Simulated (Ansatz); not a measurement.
The system is SnO2.

```
Sn O
1.0
     0.00000    2.57415    2.57415
     2.57415    0.00000    2.57415
     2.57415    2.57415    0.00000
Sn O
1 2
Direct
  0.00000 0.00000 0.00000
  0.75000 0.75000 0.75000
  0.25000 0.25000 0.25000
```

Measurements of this composition are mostly on another form, of space group No. 136.

| Quantity | Value |
| --- | --- |
| Program | Ansatz 0.2.0 |
| Task | relaxation of cell and atoms |
| Functional | PBEsol |
| Dispersion | D4 |
| Potentials or basis | Ansatz PAW |
| Cutoff | 420 eV (not typed: the program's choice for these potentials) |
| k mesh | 9 × 9 × 9 |
| Occupations | fermi-dirac, width 0.05 eV |
| Spin | no spin polarisation |

At the start: volume 11.37 Å³/atom.

Question: Where does the relaxation end?

Answer: It ends after 6 steps and the volume is 10.84 Å³/atom (-4.7 %); space group Fm-3m (No. 225, to 0.05 Å).

The path:
```tsv
step	energy change (eV)	largest force (eV/Å)	volume (Å³)
1	0.0000	0.0000	34.11
2	-0.0568	0.0000	32.48
3	-0.0564	0.0000	32.57
4	-0.0480	0.0000	32.57
5	-0.0485	0.0000	32.51
6	-0.0482	0.0000	32.51
```

Final structure:
```cif
data_structure
_symmetry_space_group_name_H-M 'P 1'
_symmetry_Int_Tables_number 1
_cell_length_a 3.5823
_cell_length_b 3.5823
_cell_length_c 3.5823
_cell_angle_alpha 60.000
_cell_angle_beta 60.000
_cell_angle_gamma 60.000
_cell_volume 32.51
loop_
_atom_site_label
_atom_site_type_symbol
_atom_site_fract_x
_atom_site_fract_y
_atom_site_fract_z
_atom_site_occupancy
Sn1 Sn 0.00000 0.00000 0.00000 1
O1 O 0.75000 0.75000 0.75000 1
O2 O 0.25000 0.25000 0.25000 1
```

Caveat: the plane-wave basis is chosen anew once the cell has moved, so the energies of steps on either side of that aren't comparable; the pressure holds a Pulay correction of +1.1 GPa for the finite cutoff; the PAW data sets come from PBE, with cores solved anew for the run's functional, which leaves a small shift of forces and pressure.
